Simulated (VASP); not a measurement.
A run of VASP 6.6.1 is set up as follows.

INCAR

```
SYSTEM = CoSi
PREC = Accurate
ENCUT = 600
EDIFF = 1E-6
ISMEAR = 1
SIGMA = 0.1
LREAL = .False.
LASPH = .True.
NELM = 80
ALGO = Normal
ISIF = 3
LWAVE = .False.
LCHARG = .False.
GGA = PE
IVDW = 12
IBRION = 2
NSW = 90
EDIFFG = -0.01
KPAR = 4
```

The input KPOINTS:

```
Automatic mesh
0
Gamma
  8 8 8
  0 0 0
```

File POSCAR:

```
CoSi
1.0
    4.4380000000      0.0000000000      0.0000000000
    0.0000000000      4.4380000000      0.0000000000
    0.0000000000      0.0000000000      4.4380000000
Co Si
4 4
Direct
    0.1400000000      0.1400000000      0.1400000000
    0.3600000000      0.8600000000      0.6400000000
    0.6400000000      0.3600000000      0.8600000000
    0.8600000000      0.6400000000      0.3600000000
    0.8430000000      0.8430000000      0.8430000000
    0.6570000000      0.1570000000      0.3430000000
    0.3430000000      0.6570000000      0.1570000000
    0.1570000000      0.3430000000      0.6570000000
```

Potentials or basis: VASP PAW PBE potentials, release 64 (Co, Si).

Run with:

```bash
$ cat potpaw_PBE.64/Co/POTCAR potpaw_PBE.64/Si/POTCAR > POTCAR
$ mpirun -np 4 vasp_std > vasp.out
```

Question: Estimate the band gap on the k mesh.

Answer: None (metal or under the smearing width).

Question: Predict the space group after relaxing (to 0.05 Å).

Answer: P2_13 (No. 198).

Question: What does it give for the dispersion energy per atom?

Answer: -0.510 eV.

Question: Predict the relaxed volume.

Answer: 10.50 Å³/atom.

Final structure:
```cif
data_structure
_symmetry_space_group_name_H-M 'P 1'
_symmetry_Int_Tables_number 1
_cell_length_a 4.3797
_cell_length_b 4.3797
_cell_length_c 4.3797
_cell_angle_alpha 90.000
_cell_angle_beta 90.000
_cell_angle_gamma 90.000
_cell_volume 84.01
loop_
_atom_site_label
_atom_site_type_symbol
_atom_site_fract_x
_atom_site_fract_y
_atom_site_fract_z
_atom_site_occupancy
Co1 Co 0.14620 0.14620 0.14620 1
Co2 Co 0.35380 0.85380 0.64620 1
Co3 Co 0.64620 0.35380 0.85380 1
Co4 Co 0.85380 0.64620 0.35380 1
Si1 Si 0.84367 0.84367 0.84367 1
Si2 Si 0.65633 0.15633 0.34367 1
Si3 Si 0.34367 0.65633 0.15633 1
Si4 Si 0.15633 0.34367 0.65633 1
```

Caveat: pairwise dispersion overbinds metals, which lowers pressure and volume. Spin polarisation is off, so any magnetic state and its effect on volume and gap are missing.
